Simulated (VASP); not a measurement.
A run of VASP 6.6.1 is set up as follows.

The input INCAR:

```
  PREC = Accurate
  ENCUT = 600
  EDIFF = 1E-7
  ISMEAR = 0
  SIGMA = 0.03
  LREAL = F
  LASPH = T
  NELM = 80
  ALGO = Normal
  ISIF = 3
  LWAVE = F
  LCHARG = F
  GGA = PE
  IVDW = 12
  IBRION = 2
  NSW = 90
  EDIFFG = -0.005
```

KPOINTS

```
regular mesh
0
Gamma
  9 9 5
```

POSCAR

```
ZrSe2                                   
1.0
    3.7403502372      0.0000000000     -0.0000000000
   -1.8701751186      3.2392383245     -0.0000000000
    0.0000000000     -0.0000000000      6.0280665154
  Zr              Se            
     1     2
Direct
     0.0000000000000000    0.0000000000000000    0.0000000000000000
     0.3333333332999970    0.6666666667000030    0.2649979776188097
     0.6666666667000030    0.3333333332999970    0.7350020223811904
```

Potentials or basis: VASP PAW PBE potentials, release 64 (Zr_sv, Se).

Launch:

```console
$ cat potpaw_PBE.64/Zr_sv/POTCAR potpaw_PBE.64/Se/POTCAR > POTCAR
$ mpirun -np 1 vasp_std > vasp.out
```

Predict the relaxed volume.

24.34 Å³/atom.

What does it give for the relaxed cell?

a = 3.739 Å, b = 3.739 Å, c = 6.032 Å, α = 90.00°, β = 90.00°, γ = 120.00°.

Estimate the band gap on the k mesh.

0.05 eV, indirect (least direct gap 0.94 eV).

Final structure:
```
Zr Se
1.0
     3.73854    0.00000    0.00000
    -1.86927    3.23767    0.00000
     0.00000    0.00000    6.03219
Zr Se
1 2
Direct
  0.00000 0.00000 0.00000
  0.33333 0.66667 0.26500
  0.66667 0.33333 0.73500
```

Caveat: an odd mesh through Γ misses points on the zone boundary, where band edges often lie.
